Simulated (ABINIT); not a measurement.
Crystal: PtSe2 (Sudovikovite).

```
Pt Se
1.0
     3.72400    0.00000    0.00000
    -1.86200    3.22508    0.00000
     0.00000    0.00000    5.06200
Pt Se
1 2
Direct
  0.00000 0.00000 0.00000
  0.66667 0.33333 0.75000
  0.33333 0.66667 0.25000
```

Base run:

| Property | Result |
| --- | --- |
| Program | ABINIT 10.8.3 (patched build) |
| Functional | PBE |
| Potentials or basis | JTH PAW PBE v2.0 |
| Cutoff | 408 eV |
| k mesh | 6 × 6 × 4 |
| Occupations | fermi-dirac, width 0.05 eV |
| Spin | no spin polarisation |

Its results: band gap on the k mesh none (metal or under the smearing width); pressure 7.9 GPa; largest force 0.677 eV/Å.

**Question.** The run is repeated on the same cell with these changes: potentials or basis from JTH PAW PBE v2.0 to PseudoDojo NC SR PBE v0.4.1 standard; cutoff from 408 eV to 1170 eV; valence electrons from 22 to 50. What comes out?

**Answer.** Band gap on the k mesh none (metal or under the smearing width); pressure 7.3 GPa; largest force 0.575 eV/Å.

Not every run made on this cell is shown here.
